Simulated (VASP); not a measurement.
# SrO in VASP: one cell, several levels of theory, part 2 of 2

VASP 6.6.1, plane waves, PAW.

**3. r2SCAN at this geometry**

INCAR reads:

```
ENCUT = 520.000000
SIGMA = 0.010000
EDIFF = 1.00e-07
ALGO = Normal
METAGGA = R2SCAN
PREC = Accurate
IBRION = -1
ISIF = 2
ISMEAR = 0
NBANDS = 15
NELM = 120
NSW = 0
LASPH = .TRUE.
LCHARG = .TRUE.
LELF = .TRUE.
LWAVE = .FALSE.
LREAL = .FALSE.
```

KPOINTS reads:

```
KPOINTS created by Atomic Simulation Environment
0
Gamma
8 8 8
0 0 0
```

KPOINTS_OPT reads:

```
special points
7
Reciprocal
0.0000000000 0.0000000000 0.0000000000 1
0.5000000000 0.0000000000 0.5000000000 1
0.6250000000 0.2500000000 0.6250000000 1
0.3750000000 0.3750000000 0.7500000000 1
0.5000000000 0.5000000000 0.5000000000 1
0.5000000000 0.2500000000 0.7500000000 1
0.0000000000 0.5000000000 0.5000000000 1
```

POSCAR reads:

```
Sr O
 1.0000000000000000
     0.0573094069000000    2.5856038861999999    2.5856038861999999
     2.5856038861999999    0.0573094069000000    2.5856038861999999
     2.5856038861999999    2.5856038861999999    0.0573094069000000
 Sr  O
   1   1
Cartesian
  0.0000000000000000  0.0000000000000000  0.0000000000000000
  2.6142585896499999  2.6142585896499999  2.6142585896499999
```

Command:

```
> mpirun -np 1 vasp_std
```

Printed to the terminal (iteration lines stand in OSZICAR):

```text
POSCAR found type information on POSCAR SrO
 POSCAR found :  2 types and       2 ions
 -----------------------------------------------------------------------------
|                                                                             |
|                                                                             |
|     You enforced a specific xc type in the INCAR file but a different       |
|     I HOPE YOU KNOW WHAT YOU ARE DOING!                                     |
|                                                                             |
 -----------------------------------------------------------------------------

 LDA part: xc-table for (None), standard interpolation
 POSCAR, INCAR and KPOINTS ok, starting setup
 FFT: planning ... GRIDC
 FFT: planning ... GRID_SOFT
 FFT: planning ... GRID
 WAVECAR not read
 entering main loop
 Start KPOINTS_OPT (optional k-point list driver)
k-point batch [1-7\7]
```

OSZICAR:

```text
N       E                     dE             d eps       ncg     rms          rms(c)
DAV:   1     0.483985807571E+02    0.48399E+02   -0.87049E+03  1950   0.107E+03
DAV:   2    -0.314082628442E+02   -0.79807E+02   -0.73028E+02  2639   0.225E+02
DAV:   3    -0.346550072881E+02   -0.32467E+01   -0.32240E+01  2646   0.405E+01
DAV:   4    -0.347130732723E+02   -0.58066E-01   -0.58061E-01  2211   0.546E+00
DAV:   5    -0.347145303106E+02   -0.14570E-02   -0.14570E-02  2518   0.683E-01    0.166E+01
DAV:   6    -0.268991800600E+02    0.78154E+01   -0.44791E+00  2755   0.171E+01    0.156E+01
DAV:   7    -0.270207041665E+02   -0.12152E+00   -0.18925E-01  1964   0.392E+00    0.884E+00
DAV:   8    -0.270388970095E+02   -0.18193E-01   -0.88588E-02  2006   0.313E+00    0.860E-01
DAV:   9    -0.270348895269E+02    0.40075E-02   -0.17198E-02  2489   0.125E+00    0.252E-01
DAV:  10    -0.270350218231E+02   -0.13230E-03   -0.15636E-03  2118   0.397E-01    0.128E-01
DAV:  11    -0.270352082244E+02   -0.18640E-03   -0.29262E-04  1978   0.171E-01    0.758E-02
DAV:  12    -0.270352048698E+02    0.33546E-05   -0.31223E-05  2517   0.478E-02    0.182E-02
DAV:  13    -0.270352028833E+02    0.19865E-05   -0.61756E-06  2454   0.247E-02    0.131E-02
DAV:  14    -0.270352026708E+02    0.21248E-06   -0.61314E-07  2356   0.727E-03    0.406E-03
DAV:  15    -0.270352025049E+02    0.16592E-06   -0.57890E-08  1101   0.221E-03    0.207E-03
DAV:  16    -0.270352024681E+02    0.36705E-07   -0.20646E-08  1066   0.127E-03
   1 F= -.27035202E+02 E0= -.27035202E+02  d E =-.104574-140
       N       E                     dE             ncg
DAV:   1     0.901819177575E+03   -0.43911E+04      210
DAV:   2     0.319870780308E+03   -0.58195E+03      295
DAV:   3     0.298251253147E+03   -0.21620E+02      297
DAV:   4     0.297930377647E+03   -0.32088E+00      248
DAV:   5     0.297928413907E+03   -0.19637E-02      287
DAV:   6     0.297928373789E+03   -0.40118E-04      225
DAV:   7     0.297928372841E+03   -0.94866E-06      256
DAV:   8     0.297928372816E+03   -0.24542E-07      176
```

OUTCAR, selected sections:

```text
k-points           NKPTS =     65   k-points in BZ     NKDIM =     65   number of bands    NBANDS=     15

   NELECT =      16.0000    total number of electrons

   dimension x,y,z NGX =    28 NGY =   28 NGZ =   28
   dimension x,y,z NGXF=    56 NGYF=   56 NGZF=   56

  energy-cutoff  :      520.00
  volume of cell :       33.42
      direct lattice vectors                 reciprocal lattice vectors
     0.057309407  2.585603886  2.585603886    -0.199929426  0.195594121  0.195594121
     2.585603886  0.057309407  2.585603886     0.195594121 -0.199929426  0.195594121
     2.585603886  2.585603886  0.057309407     0.195594121  0.195594121 -0.199929426

 k-points in reciprocal lattice and weights: KPOINTS created by Atomic Simulation Env
   0.00000000  0.00000000  0.00000000       0.002
   0.12500000  0.00000000  0.00000000       0.012
   0.25000000  0.00000000  0.00000000       0.012
   0.37500000  0.00000000 -0.00000000       0.012
   0.50000000  0.00000000  0.00000000       0.006
   0.12500000  0.12500000 -0.00000000       0.012
   0.25000000  0.12500000 -0.00000000       0.023
   0.37500000  0.12500000 -0.00000000       0.023
[... 57 more k-points ...]

 E-fermi :   1.6294

 k-point     1 :       0.0000    0.0000    0.0000
  band No.  band energies     occupation
      1     -31.9985      2.00000
      2     -14.6240      2.00000
      3     -13.0130      2.00000
      4     -12.9960      2.00000
      5     -12.9960      2.00000
      6       1.3779      2.00000
      7       1.4523      2.00000
      8       1.4523      2.00000
      9       6.1953      0.00000
     10       7.9780      0.00000
     11       8.3659      0.00000
     12       8.3659      0.00000
     13      10.6094      0.00000
     14      10.6094      0.00000
     15      14.8191      0.00000

 k-point     2 :       0.1250    0.0000    0.0000
  band No.  band energies     occupation
      1     -31.9760      2.00000
      2     -14.9141      2.00000
      3     -13.0211      2.00000
      4     -13.0117      2.00000
      5     -12.7643      2.00000
      6       1.0094      2.00000
      7       1.1745      2.00000
      8       1.2559      2.00000
      9       6.8910      0.00000
     10       8.1109      0.00000
     11       8.3645      0.00000
     12       8.7005      0.00000
     13      11.0314      0.00000
     14      11.0315      0.00000
     15      15.9063      0.00000

 k-point     3 :       0.2500    0.0000    0.0000
  band No.  band energies     occupation
      1     -31.9209      2.00000
      2     -15.4390      2.00000
      3     -13.0489      2.00000
      4     -13.0455      2.00000
      5     -12.3757      2.00000
      6       0.1873      2.00000
      7       0.7128      2.00000
      8       0.8290      2.00000
      9       8.0371      0.00000
     10       8.4373      0.00000
     11       9.2384      0.00000
     12       9.6129      0.00000
     13      12.0843      0.00000
     14      12.0902      0.00000
     15      18.0536      0.00000

 k-point     4 :       0.3750    0.0000   -0.0000
  band No.  band energies     occupation
      1     -31.8650      2.00000
      2     -15.8553      2.00000
      3     -13.0855      2.00000
      4     -13.0692      2.00000
      5     -12.0959      2.00000
      6      -0.4789      2.00000
      7       0.3086      2.00000
      8       0.4528      2.00000
      9       8.3489      0.00000
     10       9.9813      0.00000
     11      10.3429      0.00000
     12      10.7325      0.00000
     13      13.3741      0.00000
     14      13.4110      0.00000
     15      18.1040      0.00000

 k-point     5 :       0.5000    0.0000    0.0000
  band No.  band energies     occupation
      1     -31.8415      2.00000
      2     -16.0100      2.00000
      3     -13.1004      2.00000
      4     -13.0788      2.00000
      5     -11.9977      2.00000
      6      -0.7275      2.00000
      7       0.1538      2.00000
      8       0.3086      2.00000
      9       8.6031      0.00000
     10      10.6672      0.00000
     11      10.8660      0.00000
     12      11.2765      0.00000
     13      14.2389      0.00000
     14      14.3017      0.00000
     15      17.5911      0.00000

 k-point     6 :       0.1250    0.1250   -0.0000
  band No.  band energies     occupation
      1     -31.9697      2.00000
      2     -14.9495      2.00000
      3     -13.0662      2.00000
      4     -13.0509      2.00000
      5     -12.6880      2.00000
      6       0.6742      2.00000
      7       1.3344      2.00000
      8       1.3854      2.00000
      9       6.9426      0.00000
     10       7.5273      0.00000
     11       8.8044      0.00000
     12       9.0402      0.00000
     13      10.8288      0.00000
     14      11.4599      0.00000
     15      16.1703      0.00000

 k-point     7 :       0.2500    0.1250   -0.0000
  band No.  band energies     occupation
      1     -31.9265      2.00000
      2     -15.2878      2.00000
      3     -13.1196      2.00000
      4     -13.0888      2.00000
      5     -12.4713      2.00000
      6       0.1813      2.00000
      7       1.0452      2.00000
      8       1.1232      2.00000
      9       7.2283      0.00000
     10       8.0086      0.00000
     11       9.5886      0.00000
     12       9.8328      0.00000
     13      11.4472      0.00000
     14      12.3478      0.00000
     15      17.9753      0.00000

 k-point     8 :       0.3750    0.1250   -0.0000
  band No.  band energies     occupation
      1     -31.8712      2.00000
      2     -15.6633      2.00000
      3     -13.1521      2.00000
      4     -13.1357      2.00000
      5     -12.2761      2.00000
      6      -0.1912      2.00000
      7       0.5438      2.00000
      8       0.7130      2.00000
      9       7.6606      0.00000
     10       9.2202      0.00000
     11      10.5596      0.00000
     12      10.8976      0.00000
     13      12.7176      0.00000
     14      13.3158      0.00000
     15      18.2753      0.00000

 k-point     9 :       0.5000    0.1250    0.0000
  band No.  band energies     occupation
      1     -31.8361      2.00000
      2     -15.8788      2.00000
      3     -13.2093      2.00000
      4     -13.1288      2.00000
      5     -12.1623      2.00000
      6      -0.4460      2.00000
      7       0.3134      2.00000
      8       0.4262      2.00000
      9       8.4430      0.00000
     10       9.5763      0.00000
     11      11.1575      0.00000
     12      11.7934      0.00000
     13      13.9862      0.00000
     14      14.3140      0.00000
     15      16.8858      0.00000

 k-point    10 :      -0.3750    0.1250   -0.0000
  band No.  band energies     occupation
      1     -31.8427      2.00000
      2     -15.8488      2.00000
      3     -13.2424      2.00000
      4     -13.0827      2.00000
      5     -12.1581      2.00000
      6      -0.4638      2.00000
      7       0.2424      2.00000
      8       0.5946      2.00000
      9       8.3831      0.00000
     10       9.6775      0.00000
     11      10.6072      0.00000
     12      11.5545      0.00000
     13      13.8341      0.00000
     14      14.1860      0.00000
     15      17.1392      0.00000

 k-point    11 :      -0.2500    0.1250    0.0000
  band No.  band energies     occupation
      1     -31.8868      2.00000
      2     -15.5882      2.00000
      3     -13.2120      2.00000
      4     -13.0311      2.00000
      5     -12.2847      2.00000
      6      -0.1440      2.00000
      7       0.4168      2.00000
      8       0.9837      2.00000
      9       7.8534      0.00000
     10       8.9547      0.00000
     11       9.5363      0.00000
     12      10.7227      0.00000
     13      12.5700      0.00000
     14      12.9461      0.00000
     15      18.7527      0.00000

 k-point    12 :      -0.1250    0.1250    0.0000
  band No.  band energies     occupation
      1     -31.9419      2.00000
      2     -15.2075      2.00000
      3     -13.1177      2.00000
      4     -13.0044      2.00000
      5     -12.5301      2.00000
      6       0.4390      2.00000
      7       0.7972      2.00000
      8       1.2810      2.00000
      9       7.7048      0.00000
     10       7.7909      0.00000
     11       8.6785      0.00000
     12       9.6309      0.00000
     13      11.3964      0.00000
     14      11.8821      0.00000
     15      17.3810      0.00000

[... the tables of k-points 13 to 65 left out ...]

  Total        0.6759796      0.6759796      0.6759796     -0.2728414     -0.2728414     -0.2728414
  in kB       32.4048738     32.4048738     32.4048738    -13.0793741    -13.0793741    -13.0793741
  external PRESSURE =      32.4048738 kB  Pullay stress =       0.0000000 kB

 POSITION                                       TOTAL-FORCE (eV/Angst)
 -----------------------------------------------------------------------------------
      0.00000      0.00000      0.00000         0.000000     -0.000000      0.000000
      2.61426      2.61426      2.61426        -0.000000      0.000000     -0.000000
 -----------------------------------------------------------------------------------
    total drift:                                0.000000      0.000000      0.000000

  FREE ENERGIE OF THE ION-ELECTRON SYSTEM (eV)
  ---------------------------------------------------
  free  energy   TOTEN  =       -27.0352024681 eV

  energy  without entropy=      -27.0352024681  energy(sigma->0) =      -27.03520247
```

Hardware: 1 MPI rank of Intel Xeon Platinum 8488C, shared host.

The levels at the points of KPOINTS_OPT are read from vasprun.xml.

Levels at the named points, in eV from the top of band v (v: the last filled band by count, c: the next):

```csv
point,v−1,v,c,c+1
Γ,0.00,0.00,4.74,6.53
X,-0.13,-0.07,3.70,8.60
U,-0.56,-0.48,5.20,8.64
K,-0.56,-0.48,5.20,8.64
L,-1.09,-1.09,7.06,9.15
W,-0.46,-0.42,6.52,6.62
```

r2SCAN gives an indirect gap of 3.70 eV, from Γ to X; the least direct gap is 3.77 eV. The pressure is 3.24 GPa; the forces vanish within 0.01 eV/Å.

The maps below are laid out on this run's own conventional cell (a, b, c = 3.576, 3.576, 9.056 Å).

Density in a lattice plane of the grid's cell (edges 3.58 and 9.06 Å, at 0.000 of the third edge), which holds Sr and O.

Ten even steps from '0' (0.03 e/Å³) to '9' (8.02 e/Å³):
```
3210000012
1000000000
0000000000
0000000000
0000000000
0000000000
0000000000
0000000000
4200000002
9610000016
4200000002
0000000000
0000000000
0000000000
0000000000
0000000000
0000000000
1000000000
3210000012
4320000023
```
Columns run along the first of these edges and rows up along the second, over one cell in 10 and 20 even steps from the bottom left corner. Atoms in the plane (fractional): Sr at (0.00, 0.00), O at (1.00, 0.50).

ELF in the same plane.

Ten even steps from ' ' (0.02) to '@' (0.83):
```
%%@@@@--  ..  --@@@@
@@%%--  --++--  --%%
..    ::**##**::    
    ..::--==--::..  
                    
      ..--++--..    
--::  ..**##**..  ::
%%%%--  ..--..  --%%
@@@@%%--      --%%@@
--%%@@##..  ..##@@%%
@@@@%%--      --%%@@
%%%%--  ..--..  --%%
--::  ..**##**..  ::
      ..--++--..    
                    
    ..::--==--::..  
..    ::**##**::    
@@%%--  --++--  --%%
%%@@@@--  ..  --@@@@
==%%@@**      **@@%%
```
Columns run along the first of these edges and rows up along the second, over one cell in 10 and 20 even steps from the bottom left corner. Atoms in the plane (fractional): Sr at (0.00, 0.00), O at (1.00, 0.50).

Both are smooth fields of the valence electrons: close to the nuclei they are not physical.

The highest ELF values outside the cores: 0.83 in the shell around O, 0.6 Å from O.

**4. What came out**

What follows sums up all 2 parts.

| level | gap (eV) | pressure (GPa) | Ansatz: gap (eV) | Ansatz: pressure (GPa) |
| --- | --- | --- | --- | --- |
| PBE | 3.22 | 5.05 | 3.27 | 4.42 |
| r2SCAN | 3.70 | 3.24 | 3.75 | 2.65 |

The gap runs from 3.22 eV (PBE) to 3.70 eV (r2SCAN). The pressure is highest with PBE (5.1 GPa) and lowest with r2SCAN (3.2 GPa), which orders the cells that they would relax to. The two programs agree on the gap within 0.06 eV, far less than the spread between functionals. The two codes have different PAW datasets and cutoffs.
